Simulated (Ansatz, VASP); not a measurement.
## Two plane-wave programs on Si

```
Si
1.0
     0.00000    2.74262    2.71547
     2.74262    0.00000    2.71547
     2.74262    2.74262    0.00000
Si
2
Direct
  0.50000 0.50000 0.50000
  0.75000 0.75000 0.75000
```

Change from the starting cell: equal xx and yy strain of +1 %, PAW files.

Alike in both runs: task electric field gradients; functional LDA; k mesh 12 × 12 × 12; occupations fermi-dirac, width 0.08 eV; no spin polarisation.

```csv
,VASP,Ansatz
version,VASP 6.6.1,Ansatz 0.2.0
potentials or method,"VASP PAW LDA potentials, release 64 (Si)","PAW with Ansatz's default frozen-core files, scalar-relativistic"
plane-wave cutoff (eV),520,420
valence electrons in the cell,8,8
```

```tsv
	VASP	Ansatz	Ansatz less VASP
pressure (GPa)	-3.2	-3.2	-0.03
largest component of the traceless stress (GPa)	0.62	0.62	0.000
Vzz of the field gradient on the site that differs most (V/Å²)	0.1	0.1	+0.02
```
